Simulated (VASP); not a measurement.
The system is Sb.

```
CELL_PARAMETERS angstrom
2.15420 1.24373 3.75800
-2.15420 1.24373 3.75800
0.00000 -2.48746 3.75800
ATOMIC_POSITIONS crystal
Sb 0.76651 0.76651 0.76651
Sb 0.23349 0.23349 0.23349
```

| Quantity | Value |
| --- | --- |
| Program | VASP 6.6.1 |
| Task | relaxation of cell and atoms |
| Functional | LDA |
| Potentials or basis | VASP PAW LDA potentials, release 64 (Sb) |
| Cutoff | 600 eV |
| k mesh | 8 × 8 × 8 |
| Occupations | fermi-dirac, width 0.05 eV |
| Spin | no spin polarisation |

At the start: pressure -0.9 GPa; volume 30.21 Å³/atom.

Q: Where does the relaxation end?

A: Over 7 steps the energy falls by 5.0 meV/atom and the volume is 29.27 Å³/atom (-3.1 %); space group R-3m (No. 166, to 0.05 Å).

Step by step:
```
step  energy change (eV)  largest force (eV/Å)  pressure (GPa)  volume (Å³)
   1              0.0000                0.0765           -0.93        60.41
   2             -0.0042                0.1819            0.45        58.89
   3             -0.0043                0.1648            0.22        59.13
   4             -0.0076                0.1047            0.17        58.88
   5             -0.0100                0.0030            0.14        58.40
   6             -0.0100                0.0147           -0.17        58.70
   7             -0.0101                0.0050           -0.01        58.54
```

Final structure:
```cif
data_structure
_symmetry_space_group_name_H-M 'P 1'
_symmetry_Int_Tables_number 1
_cell_length_a 4.4167
_cell_length_b 4.4167
_cell_length_c 4.4167
_cell_angle_alpha 58.290
_cell_angle_beta 58.290
_cell_angle_gamma 58.290
_cell_volume 58.54
loop_
_atom_site_label
_atom_site_type_symbol
_atom_site_fract_x
_atom_site_fract_y
_atom_site_fract_z
_atom_site_occupancy
Sb1 Sb 0.76390 0.76390 0.76390 1
Sb2 Sb 0.23610 0.23610 0.23610 1
```
